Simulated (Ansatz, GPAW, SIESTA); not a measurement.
# One calculation of Sn3Se, 3 ways

```
Sn Se
1.0
     0.00000    3.73314    3.73314
     3.73314    0.00000    3.73314
     3.73314    3.73314    0.00000
Sn Se
3 1
Cartesian
  3.7331 3.7331 3.7331
  5.5997 5.5997 5.5997
  1.8666 1.8666 1.8666
  0.0000 0.0000 0.0000
```

The cell comes from a database or a generator and needn't be the stable form of this composition.

Alike in all runs: task band structure; functional PBE; k mesh 6 × 6 × 6; occupations fermi-dirac, width 0.05 eV; no spin polarisation; no spin-orbit coupling. Pressure is positive in compression and, in plane waves, holds the error of the finite cutoff.

| program and potentials | plane-wave cutoff (eV) | notes | pressure (GPa) |
| --- | --- | --- | --- |
| SIESTA, files PseudoDojo sr-pbe-0.4.1-standard, DZP (energy shift 0.003 Ry; two zetas on semicore shells) | - | atomic basis; 14.5 valence electrons an atom on average | 0.80 |
| Ansatz, all-electron LAPW, scalar-relativistic | - | - | -0.20 |
| GPAW, GPAW PAW data sets (gpaw-data 1.2.1) | 600 | 12 valence electrons an atom on average | -0.43 |

The pressure spans -0.43 (GPAW, GPAW PAW data sets (gpaw-data 1.2.1)) to 0.80 GPa (SIESTA, files PseudoDojo sr-pbe-0.4.1-standard, DZP (energy shift 0.003 Ry; two zetas on semicore shells)), with all-electron results at -0.20. Rows in atomic bases carry the error of their basis and grid, which can be large.

Differences between rows come from potentials, basis sets and numerical settings, since the functional is the same but for its coding. Runs on potential files found faulty are left out.

The three pressures lie close to zero and differ in sign, so the cell sits near the PBE equilibrium volume for this atomic arrangement, but the calculations don't settle whether it is slightly compressed or stretched. GPAW, at -0.43 GPa, is nearer the all-electron value of -0.20 GPa than SIESTA is at 0.80 GPa. The electron counts imply that the GPAW run keeps the Se 3d shell in the core while SIESTA treats it as valence. Freezing that shell therefore probably matters little here, although errors could cancel.

In this cubic arrangement every atom occupies a site where symmetry forbids a net force, and shear stress vanishes likewise. A small pressure thus marks a stationary point, which may still be a saddle unstable to distortion. Chemically, the composition is far richer in tin than the familiar selenides SnSe and SnSe₂. Selenium can accept only part of the tin valence charge, which suggests that the remainder occupies delocalised Sn–Sn states and favours metallic behaviour, something the pressures alone can't test.
